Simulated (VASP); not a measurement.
A run of VASP 6.6.1:

The input INCAR:

```
SYSTEM = BaTiO3
  PREC = Accurate
  ENCUT = 520
  EDIFF = 1E-6
  ISMEAR = 0
  SIGMA = 0.012
  LREAL = .False.
  LASPH = .True.
  NELM = 60
  ALGO = Normal
  ISIF = 2
  LWAVE = .False.
  LCHARG = .False.
  GGA = PE
  NBANDS = 28
```

The input KPOINTS:

```
Automatic mesh
0
Gamma
  7 7 7
  0 0 0
```

Contents of POSCAR:

```
BaTiO3
1.0
    3.9998000000      0.0000000000      0.0000000000
    0.0000000000      3.9998000000      0.0000000000
    0.0000000000      0.0000000000      4.0180000000
Ba Ti O
1 1 3
Direct
    0.0000000000      0.0000000000      0.0000000000
    0.5000000000      0.5000000000      0.4900000000
    0.0000000000      0.5000000000      0.5170000000
    0.5000000000      0.0000000000      0.5170000000
    0.5000000000      0.5000000000      0.0190000000
```

Potentials or basis: VASP PAW PBE potentials, release 64 (Ba_sv, Ti_sv, O).

The run is started by

```bash
$ cat potpaw_PBE.64/Ba_sv/POTCAR potpaw_PBE.64/Ti_sv/POTCAR potpaw_PBE.64/O/POTCAR > POTCAR
$ mpirun -np 1 vasp_std > vasp.out
```

Hardware: 1 thread of AMD EPYC 7R43 64-Core Processor (Zen 3), on a shared host.

How long does it take, and how much memory?

It took 99 s on 1 thread of AMD EPYC 7R43 64-Core Processor (Zen 3), on a shared host, peak memory 0.18 GiB. Counts: scf iterations 16, k points 40.
